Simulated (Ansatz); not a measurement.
# Ca(100) slab, 3 layers: from the cell to its phonons, part 2 of 3

Task: relax Ca(100) slab, 3 layers, then find its harmonic phonons.

Ansatz 0.2.0; DFT PBE, scalar-relativistic, plane waves, PAW.

So far. Step 2 (Bringing the structure to rest): The program solves this slab on a cell height of its own, 34.8 Å, in place of the one typed.

**3. Relaxing to small forces for the phonons**

Phonons need a cell at rest on their own settings, so the relaxation is repeated with tight tolerances on forces and stress, using the mesh and the filling of the phonon run that follows.

The input, input.yaml:

```yaml
crystal:
  lattice:
    - [2.7087381356, 2.7087381356, 0.0]
    - [-2.7087381356, 2.7087381356, 0.0]
    - [0.0, 0.0, 34.800026]
  atoms:
    - { symbol: Ca, position: [0.0, 0.0, 0.1874110172] }
    - { symbol: Ca, position: [0.5, 0.5, 0.2658043991] }
    - { symbol: Ca, position: [0.0, 0.0, 0.344197781] }
  periodic: [true, true, false]
kpoints:
  mp_grid: { grid: [12, 12, 1] }
hamiltonian:
  xc: pbe
scf:
  occupations: { method: methfessel_paxton, width: 0.15 }
output:
  forces: true
  stress: true
  eigenvalues: true
  write_density: true
  write_potential: true
  elf: true
  volumetric_format: npy
relax:
  adjacent_minimum: "off"
  f_tol: 0.001
  max_steps: 60
  cell: { stress_2d_tol: 0.002 }
```

The run is started by

```console
ansatz run input.yaml --threads 8 --pin off --max-ram 14336MiB --backend cpu --events-out ev --progress --plain --runs-dir out
```

Numbers of over 12 decimals in the logs are rounded to 6 here.

The program printed:

```text
[...]
Crystal: 3 atoms, lattice volume = 510.674 Å³
Basis set: ecut = 420 eV, 9989 PW (Γ), exchange–correlation on 54×54×480 points (8 copies of the dense FFT grid, shifted against one another)
Bands: 19, of which v1, the nominal top of the filled ones, is band 15 counted from 1 (14 counted from 0)
Symmetry: 16 space group operations
[...]
k-points: 28 of 144
[...]
k-point 27: bands = [... 11 lower, -25.4991, -2.9991, -2.9403, -2.6372, -2.1956, -2.1956, -1.9714, -1.9714]
--- Relaxed structure (4 steps of the walk, 4 accepted, 1 SCFs on fresh bases) ---
[...]
cell:  # Å, volume = 507.2203 Å³
    - [2.699563, 2.699563, 0.0]
    - [-2.699563, 2.699563, 0.0]
    - [0.0, 0.0, 34.800026]
  atoms:
    - { symbol: Ca, position: [0, 0, 0.186937] }
    - { symbol: Ca, position: [0.5, 0.5, 0.2658043991] }
    - { symbol: Ca, position: [0, 0, 0.344672] }
[key lines of the parts left out:]
SCF converged after 9 iterations
Free energy (F): -5449.721783 eV
Fermi energy:    -2.714091 eV
P = ½ c Tr σ = -0.0016 N/m
```

Run time: 13 s. Hardware: 8 threads of Arm Neoverse V2, shared host; peak memory 1 GiB; 92 s of CPU time.

Relaxation path:

| step | energy less that of the first step (eV) | largest force component (eV/Å) | volume (Å³) |
| --- | --- | --- | --- |
| 1 | 0.0000 | 0.0088 | 510.67 |
| 2 | -0.0002 | 0.0045 | 509.94 |
| 3 | -0.0004 | 0.0006 | 506.95 |
| 4 | -0.0004 | 0.0004 | 507.22 |
| 5* | -0.0003 | 0.0004 | 507.22 |

Relaxation steps marked * repeat the geometry before them on a plane-wave basis chosen anew for their cell, so energy and pressure can jump there.

Forces are held to the 16 operations that the run works with; a distortion that breaks them can't arise in this run.

| cell as run | before | after | change |
| --- | --- | --- | --- |
| a (Å) | 3.831 | 3.818 | -0.3 % |
| b (Å) | 3.831 | 3.818 | -0.3 % |

The atoms that moved most (Å, along periodic axes as changes of fractional coordinates times the final cell, across vacuum about the mean position):

| atom | dx | dy | dz | length |
| --- | --- | --- | --- | --- |
| Ca1 | 0.000 | 0.000 | -0.016 | 0.016 |
| Ca3 | 0.000 | 0.000 | 0.016 | 0.016 |

Final coordinates:

```xyz
3
Lattice="2.6996 2.6996 0.0000 -2.6996 2.6996 0.0000 0.0000 0.0000 34.8000" Properties=species:S:1:pos:R:3
Ca    0.0000    0.0000    6.5054
Ca    0.0000    2.6996    9.2500
Ca    0.0000    0.0000   11.9946
```

Numbers from this step:

```
area per atom : 4.858 Å²
```

Valence density in the ac plane at fractional y = 0.000, with atoms of Ca within 0.2 Å of it. It is the smooth field of the valence electrons, not physical close to the nuclei.

Values in e/Å³, 24 rows by 14 columns, each cell a mean:
```
0.0 0.0 0.0 0.0 0.0 0.0 0.0 0.0 0.0 0.0 0.0 0.0 0.0 0.0
0.0 0.0 0.0 0.0 0.0 0.0 0.0 0.0 0.0 0.0 0.0 0.0 0.0 0.0
0.0 0.0 0.0 0.0 0.0 0.0 0.0 0.0 0.0 0.0 0.0 0.0 0.0 0.0
0.0 0.0 0.0 0.0 0.0 0.0 0.0 0.0 0.0 0.0 0.0 0.0 0.0 0.0
0.0 0.0 0.0 0.0 0.0 0.0 0.0 0.0 0.0 0.0 0.0 0.0 0.0 0.0
0.0 0.0 0.0 0.0 0.0 0.0 0.0 0.0 0.0 0.0 0.0 0.0 0.0 0.0
0.0 0.0 0.0 0.0 0.0 0.0 0.0 0.0 0.0 0.0 0.0 0.0 0.0 0.0
0.0 0.0 0.0 0.0 0.0 0.0 0.0 0.0 0.0 0.0 0.0 0.0 0.0 0.0
0.0 0.0 0.0 0.0 0.0 0.0 0.0 0.0 0.0 0.0 0.0 0.0 0.0 0.0
0.0 0.0 0.0 0.0 0.0 0.0 0.0 0.0 0.0 0.0 0.0 0.0 0.0 0.0
0.0 0.0 0.0 0.0 0.0 0.0 0.0 0.0 0.0 0.0 0.0 0.0 0.0 0.0
0.0 0.0 0.0 0.0 0.0 0.0 0.0 0.0 0.0 0.0 0.0 0.0 0.0 0.0
0.0 0.0 0.0 0.0 0.0 0.0 0.0 0.0 0.0 0.0 0.0 0.0 0.0 0.0
0.0 0.0 0.0 0.0 0.0 0.0 0.0 0.0 0.0 0.0 0.0 0.0 0.0 0.0
0.1 0.1 0.0 0.0 0.0 0.0 0.0 0.0 0.0 0.0 0.0 0.0 0.0 0.1
4.5 3.6 1.7 0.5 0.1 0.1 0.1 0.1 0.1 0.1 0.2 0.8 2.3 3.9
0.6 0.5 0.2 0.1 0.1 0.1 0.1 0.1 0.1 0.1 0.1 0.1 0.3 0.5
0.1 0.1 0.1 0.1 0.1 0.1 0.1 0.1 0.1 0.1 0.1 0.1 0.1 0.1
0.3 0.3 0.1 0.1 0.1 0.1 0.1 0.1 0.1 0.1 0.1 0.1 0.2 0.3
4.7 3.8 1.8 0.6 0.2 0.1 0.1 0.1 0.1 0.1 0.2 0.8 2.5 4.1
0.1 0.1 0.1 0.0 0.0 0.0 0.0 0.0 0.0 0.0 0.0 0.0 0.1 0.1
0.0 0.0 0.0 0.0 0.0 0.0 0.0 0.0 0.0 0.0 0.0 0.0 0.0 0.0
0.0 0.0 0.0 0.0 0.0 0.0 0.0 0.0 0.0 0.0 0.0 0.0 0.0 0.0
0.0 0.0 0.0 0.0 0.0 0.0 0.0 0.0 0.0 0.0 0.0 0.0 0.0 0.0
```
Columns run along a (3.8 Å), rows up along c (34.8 Å). Atoms in or near the plane, at fractional coordinates: Ca at (0.00, 0.19), Ca at (0.00, 0.34).

ELF in the ac plane at fractional y = 0.000, with atoms of Ca within 0.2 Å of it. It is the smooth field of the valence electrons, not physical close to the nuclei.

Ten even steps from '0' (0.00) to '9' (0.84), each cell a mean:
```
00000000000000
00000000000000
00000000000000
00000000000000
00000000000000
00000000000000
00000000000000
00000000000000
00000000000000
00000000000000
00000000000000
00000000000000
00000000000000
00000000000000
11112344421111
99851134202699
44333456543344
88776543456788
44333456543344
99951134202799
22111345421112
00111111111100
00000000000000
00000000000000
```
Columns run along a (3.8 Å), rows up along c (34.8 Å). Atoms in or near the plane, at fractional coordinates: Ca at (0.00, 0.19), Ca at (0.00, 0.34).

Electrostatic potential energy in the ac plane at fractional y = 0.000, with atoms of Ca within 0.2 Å of it. With pseudopotentials it is smooth inside the atoms' cores, unlike the true potential.

Ten even steps from '0' (-29 eV) to '9' (0 eV), each cell a mean:
```
99999999999999
99999999999999
99999999999999
99999999999999
99999999999999
99999999999999
99999999999999
99999999999999
99999999999999
99999999999999
99999999999999
99999999999999
99999999999999
99999999999999
88899999999888
00147899886200
56788999998866
99999999999999
77889999999877
00037899886200
77889999999887
99999999999999
99999999999999
99999999999999
```
Columns run along a (3.8 Å; values clipped at the 3rd and 97th percentile), rows up along c (34.8 Å). Atoms in or near the plane, at fractional coordinates: Ca at (0.00, 0.19), Ca at (0.00, 0.34).

The largest force component left is 0.38 meV/Å, within the tolerances set.

**4. Zone-centre response**

The zone centre comes first: it holds the modes that light can see, as far as symmetry allows. No field response is asked, since the mesh shows no gap.

input.yaml, the sections that differ from step 3:

```yaml
crystal:
  lattice:
    - [2.6995633856, 2.6995633856, 0.0]
    - [-2.6995633856, 2.6995633856, 0.0]
    - [0.0, 0.0, 34.800026]
  atoms:
    - { symbol: Ca, position: [0.0, 0.0, 0.1869369891] }
    - { symbol: Ca, position: [0.5, 0.5, 0.2658043991] }
    - { symbol: Ca, position: [0.0, 0.0, 0.3446718091] }
  periodic: [true, true, false]
output:
  eigenvalues: true
phonons:
  method: dfpt
# kpoints, hamiltonian, scf: as in step 3
# relax: removed
```

The program printed:

```text
Warning: crystal.symmetry: narrowed to the stabiliser of the run's FFT grids — unitary ops 16 → 8. A phonons.method: dfpt run fills in the rows of the dynamical matrix that it does not solve by its symmetry operations, which is exact only for operations that map its FFT grids onto themselves: filled in by any other, the frequencies could depend on the order in which like atoms are typed, or, by more than the grids' own error, on where the crystal sits among the grids' points. Excluded: 8 operations. The run can therefore solve more perturbations, solve them on more k-points, or both, and cost more. [rest of the remark cut]
[...]
Crystal: 3 atoms, lattice volume = 507.220 Å³
Basis set: ecut = 420 eV, 9909 PW (Γ), exchange–correlation on 54×54×480 points (8 copies of the dense FFT grid, shifted against one another)
Bands: 19, of which v1, the nominal top of the filled ones, is band 15 counted from 1 (14 counted from 0)
Symmetry: 16 space group operations
k-points: 43 of 144 (irreducible under 2 space group operations, time reversal used)
[...]
SCF iter   1: F=—  HF=-5449.731511 eV  |F-HF|=—  |Δ(HF+E_count)|=         —  Δρ=1.30e-3  dr2=9.80e-2  ethr=1.77e-3  ⟨swp⟩=17.8  Hψ=18270  notcnv=0
automatic band count: the SCF goes on with 23 bands, as 19 were too few: they end inside the smearing window of the response
[...]
SCF iter   2: F=—  HF=-5449.722651 eV  |F-HF|=—  |Δ(HF+E_count)|=   8.86e-3  S|Δr|=    0.00e0  Δρ=6.13e-4  dr2=8.64e-3  ethr=3.27e-4  ⟨swp⟩=2.1  Hψ=1714  notcnv=0  defer=16
[...]
SCF iter  10: F=-5449.721783 eV  HF=-5449.721783 eV  |F-HF|=1.36e-11  |Δ(HF+E_count)|=  3.71e-10  S|Δr|=    0.00e0  Δρ=1.06e-8  dr2=7.43e-13  ethr=1.00e-12  ⟨swp⟩=20.3  Hψ=7559  notcnv=0
SCF 1 converged in 10 iterations: F = -5449.721783 eV  dr2 = 7.43e-13
[...]
DFPT response loops at Γ: preconditioner auto → none (partly filled bands, converged f_vac=0.684); β = 0.50; Broyden in place of MSR1
SCF converged after 10 iterations
[...]
Free energy (F): -5449.721783 eV
[...]
Internal energy: -5449.721337 eV  (E = F + TS)
E sigma→0 (E₀):  -5449.721671 eV
Entropy (-TS):   -0.000446 eV (-0.149 meV/atom)
Fermi energy:    -2.714091 eV
[...]
--- Band table (eV; the first three rows and the last of 43) ---
  k-point 0: bands = [... 11 lower, -25.4603, -6.4871, -5.5066, -4.1226, -2.4258, -2.1788, -2.0886, -1.7158 (-1.7158°), ... 4 higher]
  k-point 1: bands = [... 11 lower, -25.4598, -6.4052, -5.4284, -4.0500, -2.3948, -2.1442, -2.0782, -1.7113 (-1.7113°), ... 4 higher]
  k-point 2: bands = [... 11 lower, -25.4585, -6.1637, -5.1993, -3.8394, -2.3126, -2.1514, -1.9839, -1.7290, ... 4 higher]
  k-point 42: bands = [... 11 lower, -25.4991, -2.9991, -2.9403, -2.6372, -2.1956, -2.1956, -1.9714, -1.9714, ... 4 higher]
  ° read free of the cell's end (the report's vacuum.weakly_bound_levels)
--- Phonons (Γ-DFPT): 6 representative perturbations + reference, on 43 of 144 k-points (Σ response iterations 32) ---
  ASR residual: 6.161e-5 → 0.000e0 eV/Å²; symmetrization residual: 8.438e-6 eV/Å²
  The last average, over the group as it would stand without the narrowing to the FFT grids, took up to 2.682e-7 eV/Å² of the zone centre's force constants
  ASR residual per site (eV/Å²): 2.04e-5 6.16e-5 2.05e-5
  Γ frequencies (cm⁻¹): 0.00 0.00 0.00 67.10 67.10 88.32 115.12 115.12 154.27
  non-analytic LO–TO correction: not included (Born effective charges unavailable; polar crystals: no LO–TO splitting at Γ)
```

Wall time 52 s (8 threads); peak memory 2.1 GiB; 6.3 min of CPU time.

Reading the cycles: dr2 is the Hartree energy of the density residual (eV), the measure of convergence; HF is the Harris–Foulkes estimate of the energy, which meets the free energy F at convergence.

This step gave:

- sum-rule residual before enforcement: 6.16e-5 eV/Å²
- point group: 4/mmm
- highest optical mode at the zone centre (no LO-TO term): 154.3 cm⁻¹
- lowest optical zone-centre mode: 67.1 cm⁻¹

Patterns of degenerate modes are one choice out of their space. Modes at Γ:

| mode | frequency (cm⁻¹) | symmetry |
| --- | --- | --- |
| 1 | 0.0 | acoustic |
| 2 | 0.0 | acoustic |
| 3 | 0.0 | acoustic |
| 4 | 67.1 | Eg |
| 5 | 67.1 | Eg |
| 6 | 88.3 | A1g |
| 7 | 115.1 | Eu |
| 8 | 115.1 | Eu |
| 9 | 154.3 | A2u |

Displacements in mode 5 (67.1 cm⁻¹), the largest set to 1:
```
Ca1  1.00 -0.02  0.00
Ca2  0.00  0.00  0.00
Ca3 -1.00  0.02  0.00
```

Displacements in mode 9 (154.3 cm⁻¹), the largest set to 1:
```
Ca1  0.00  0.00 -0.50
Ca2  0.00  0.00  1.00
Ca3  0.00  0.00 -0.50
```

Before it was imposed, the acoustic sum rule was missed by 6.2e-5 eV/Å². Small misses are needed for a sound result but don't prove that mesh and cutoff are converged. The lowest optical mode is real, 67.1 cm⁻¹.

(Part 2 of 3 ends here.)

[Logs are printed without paths, hosts, clocks, repeated set-up lines and the standing remarks that a program may print on its own settings, such as how far it seeks lower states.]

[Hosts, paths, dates, database ids (printed as entryN), source tags and the programs' standing remarks are cut or masked in the printed files.]
